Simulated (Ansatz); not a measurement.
# In15PbO24: the cost of one run

Computed with Ansatz 0.2.0 (DFT, PBE, plane-wave PAW, default files, scalar-relativistic, as far as a step names no other, unless a step's input says otherwise).

### 1 The structure to begin with

It takes space group R3 (No. 146, trigonal). Conventional cell: a = 10.974 Å, b = 10.974 Å, c = 14.510 Å, α = 90.00°, β = 90.00°, γ = 120.00°. Pb (site symmetry 3) is surrounded by 6 O at 2.12 to 2.26 Å. In (site symmetry 1) has 6 O at 2.12 to 2.26 Å as nearest neighbours. In (site symmetry 3) is surrounded by 6 O at 2.12 to 2.26 Å. Only part of the 16 independent sites is listed.

As a file:

```
CELL_PARAMETERS angstrom
-5.48700 -3.16792 4.83667
5.48700 -3.16792 4.83667
0.00000 6.33584 4.83667
ATOMIC_POSITIONS crystal
Pb 0.35731 0.35731 0.35731
In 0.85731 0.85731 0.35731
In 0.85731 0.35731 0.85731
In 0.35731 0.85731 0.85731
In 0.14269 0.14269 0.14269
In 0.64269 0.64269 0.14269
In 0.64269 0.14269 0.64269
In 0.14269 0.64269 0.64269
In 0.64269 0.64269 0.64269
In 0.14269 0.14269 0.64269
In 0.14269 0.64269 0.14269
In 0.64269 0.14269 0.14269
In 0.85731 0.85731 0.85731
In 0.35731 0.35731 0.85731
In 0.35731 0.85731 0.35731
In 0.85731 0.35731 0.35731
O 0.60100 0.39900 0.75000
O 0.10100 0.89900 0.75000
O 0.10100 0.39900 0.25000
O 0.60100 0.89900 0.25000
O 0.75000 0.60100 0.39900
O 0.25000 0.10100 0.39900
O 0.25000 0.60100 0.89900
O 0.75000 0.10100 0.89900
O 0.39900 0.75000 0.60100
O 0.89900 0.25000 0.60100
O 0.89900 0.75000 0.10100
O 0.39900 0.25000 0.10100
O 0.39900 0.60100 0.25000
O 0.89900 0.10100 0.25000
O 0.89900 0.60100 0.75000
O 0.39900 0.10100 0.75000
O 0.25000 0.39900 0.60100
O 0.75000 0.89900 0.60100
O 0.75000 0.39900 0.10100
O 0.25000 0.89900 0.10100
O 0.60100 0.25000 0.39900
O 0.10100 0.75000 0.39900
O 0.10100 0.25000 0.89900
O 0.60100 0.75000 0.89900
```

Atom 1 of the input is the impurity.

### 2 First run, atoms as given

input.yaml reads:

```yaml
crystal:
  lattice:
    - [-5.487, -3.167920927, 4.8366666667]
    - [5.487, -3.167920927, 4.8366666667]
    - [0.0, 6.335841854, 4.8366666667]
  atoms:
    - { symbol: Pb, position: [0.35731, 0.35731, 0.35731], spin: 1.0 }
    - { symbol: In, position: [0.85731, 0.85731, 0.35731] }
    - { symbol: In, position: [0.85731, 0.35731, 0.85731] }
    - { symbol: In, position: [0.35731, 0.85731, 0.85731] }
    - { symbol: In, position: [0.14269, 0.14269, 0.14269] }
    - { symbol: In, position: [0.64269, 0.64269, 0.14269] }
    - { symbol: In, position: [0.64269, 0.14269, 0.64269] }
    - { symbol: In, position: [0.14269, 0.64269, 0.64269] }
    - { symbol: In, position: [0.64269, 0.64269, 0.64269] }
    - { symbol: In, position: [0.14269, 0.14269, 0.64269] }
    - { symbol: In, position: [0.14269, 0.64269, 0.14269] }
    - { symbol: In, position: [0.64269, 0.14269, 0.14269] }
    - { symbol: In, position: [0.85731, 0.85731, 0.85731] }
    - { symbol: In, position: [0.35731, 0.35731, 0.85731] }
    - { symbol: In, position: [0.35731, 0.85731, 0.35731] }
    - { symbol: In, position: [0.85731, 0.35731, 0.35731] }
    - { symbol: O, position: [0.601, 0.399, 0.75] }
    - { symbol: O, position: [0.101, 0.899, 0.75] }
    - { symbol: O, position: [0.101, 0.399, 0.25] }
    - { symbol: O, position: [0.601, 0.899, 0.25] }
    - { symbol: O, position: [0.75, 0.601, 0.399] }
    - { symbol: O, position: [0.25, 0.101, 0.399] }
    - { symbol: O, position: [0.25, 0.601, 0.899] }
    - { symbol: O, position: [0.75, 0.101, 0.899] }
    - { symbol: O, position: [0.399, 0.75, 0.601] }
    - { symbol: O, position: [0.899, 0.25, 0.601] }
    - { symbol: O, position: [0.899, 0.75, 0.101] }
    - { symbol: O, position: [0.399, 0.25, 0.101] }
    - { symbol: O, position: [0.399, 0.601, 0.25] }
    - { symbol: O, position: [0.899, 0.101, 0.25] }
    - { symbol: O, position: [0.899, 0.601, 0.75] }
    - { symbol: O, position: [0.399, 0.101, 0.75] }
    - { symbol: O, position: [0.25, 0.399, 0.601] }
    - { symbol: O, position: [0.75, 0.899, 0.601] }
    - { symbol: O, position: [0.75, 0.399, 0.101] }
    - { symbol: O, position: [0.25, 0.899, 0.101] }
    - { symbol: O, position: [0.601, 0.25, 0.399] }
    - { symbol: O, position: [0.101, 0.75, 0.399] }
    - { symbol: O, position: [0.101, 0.25, 0.899] }
    - { symbol: O, position: [0.601, 0.75, 0.899] }
magnetization:
  spin_polarized: true
kpoints:
  mp_grid: { grid: [3, 3, 3] }
scf:
  occupations: { method: fermi_dirac, width: 0.01 }
hamiltonian:
  xc: pbe
  pseudopotentials: { kind: paw }
output:
  forces: true
  stress: true
  populations: true
  efg:
    quadrupole_moments_barn: { In: 0.772, O: -0.02558 }
    contact_densities: true
```

Run with:

```sh
$ ansatz run input.yaml --threads 4 --pin off --max-ram 8192MiB --backend cpu --events-out ev --progress --plain --runs-dir out
```

What time and memory should one allow on 4 threads of Arm Neoverse V1, shared host?

About 2.3 min, with a peak of 2.8 GiB.
